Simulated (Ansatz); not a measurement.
**SbH₂: course of a relaxation**

The calculation used DFT PBE, scalar-relativistic, plane waves, PAW (Ansatz). (420 eV cutoff, 14×14×14 k-mesh, Gaussian smearing of 0.10 eV, no spin polarisation)

What was changed in VH2: V → Sb on all its sites, cell and atoms relaxed.

A cell with an odd number of electrons and no spin polarisation is a metal by construction and may be lower with spin.

Input:

```yaml
crystal:
  lattice:
    - [0.0, 2.6361646947, 2.6361646947]
    - [2.6361646947, 0.0, 2.6361646947]
    - [2.6361646947, 2.6361646947, 0.0]
  atoms:
    - { symbol: Sb, position: [0.0, 0.0, 0.0] }
    - { symbol: H, position: [0.25, 0.25, 0.25] }
    - { symbol: H, position: [0.75, 0.75, 0.75] }
basis:
  ecutwfc: 420
kpoints:
  mp_grid: { grid: [14, 14, 14] }
hamiltonian:
  xc: pbe
scf:
  occupations: { method: gaussian, width: 0.1 }
output:
  forces: true
  stress: true
  eigenvalues: true
relax:
  adjacent_minimum: "off"
  f_tol: 0.01
  max_steps: 60
  cell: { stress_tol: 0.1 }
```

F is the free energy. Steps run on the plane waves of an earlier cell, but the last one, and at times one on the way, on a freshly chosen basis, so a repeated geometry can differ a little in energy.

Steps:

```
step F − F(1) (eV) largest force component (eV/Å) V (Å³/atom) P (GPa)
   1         0.0000                           0.000       12.213     0.13
   2         0.0001                           0.000       12.268    -0.16
   3         0.0000                           0.000       12.237     0.00
   4         0.0000                           0.000       12.237     0.00
```

Relaxed structure:

```
CELL_PARAMETERS angstrom
0.00000 2.63788 2.63788
2.63788 0.00000 2.63788
2.63788 2.63788 0.00000
ATOMIC_POSITIONS crystal
Sb 0.00000 0.00000 0.00000
H 0.25000 0.25000 0.25000
H 0.75000 0.75000 0.75000
```

The structure is cubic, space group Fm-3m (No. 225). Conventional cell: a = 5.276 Å, b = 5.276 Å, c = 5.276 Å, α = 90.00°, β = 90.00°, γ = 90.00°. Around Sb (site symmetry m-3m) lie 8 H at 2.28 Å. H (site symmetry -43m) has 4 Sb at 2.28 Å as nearest neighbours.

The run converged. The run took roughly 8 core-seconds.